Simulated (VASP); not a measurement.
A run of VASP 6.6.1 is set up as follows.

Contents of POSCAR:

```
Li
1.0
   -1.7546500000      1.7546500000      1.7546500000
    1.7546500000     -1.7546500000      1.7546500000
    1.7546500000      1.7546500000     -1.7546500000
Li
1
Direct
    0.0000000000      0.0000000000      0.0000000000
```

INCAR.step1

```
PREC     = Accurate       # precision mode
ENCUT    = 520            # plane-wave cutoff, eV
EDIFF    = 1E-6           # SCF threshold, eV
ISMEAR   = 0              # smearing method
SIGMA    = 0.001          # smearing width, eV
LREAL    = F              # projectors in reciprocal space
LASPH    = T              # aspherical terms in the spheres
NELM     = 150            # most SCF steps
ALGO     = Normal         # electronic algorithm
ISIF     = 2              # what is computed and relaxed
LWAVE    = F              # write WAVECAR
LCHARG   = T              # write CHGCAR
ISPIN    = 2              # spin polarisation
MAGMOM   = 0.5            # initial moments
GGA      = PE             # functional
NBANDS   = 12             # bands
```

Contents of KPOINTS.step1:

```
regular mesh
0
Gamma
  11 11 11
```

Contents of INCAR.step2:

```
PREC     = Accurate       # precision mode
ENCUT    = 520            # plane-wave cutoff, eV
EDIFF    = 1E-6           # SCF threshold, eV
ISMEAR   = -5             # smearing method
SIGMA    = 0.001          # smearing width, eV
LREAL    = F              # projectors in reciprocal space
LASPH    = T              # aspherical terms in the spheres
NELM     = 150            # most SCF steps
ALGO     = Normal         # electronic algorithm
ISIF     = 2              # what is computed and relaxed
LWAVE    = F              # write WAVECAR
LCHARG   = F              # write CHGCAR
ISPIN    = 2              # spin polarisation
MAGMOM   = 0.5            # initial moments
LORBIT   = 11             # projections on sites
GGA      = PE             # functional
NBANDS   = 12             # bands
NEDOS    = 2001           # points of the DOS
ICHARG   = 11             # starting density
```

KPOINTS.step2

```
regular mesh
0
Gamma
  17 17 17
```

Potentials or basis: VASP PAW PBE potentials, release 64 (Li_sv).

Command:

```sh
$ cat potpaw_PBE.64/Li_sv/POTCAR > POTCAR
$ cp INCAR.step1 INCAR
$ cp KPOINTS.step1 KPOINTS
$ mpirun -np 1 vasp_std > vasp.out
$ cp INCAR.step2 INCAR
$ cp KPOINTS.step2 KPOINTS
$ mpirun -np 1 vasp_std > vasp.out
```

(1) What does it give for the net moment?

## Answers

(1) 0.03 μB per cell.
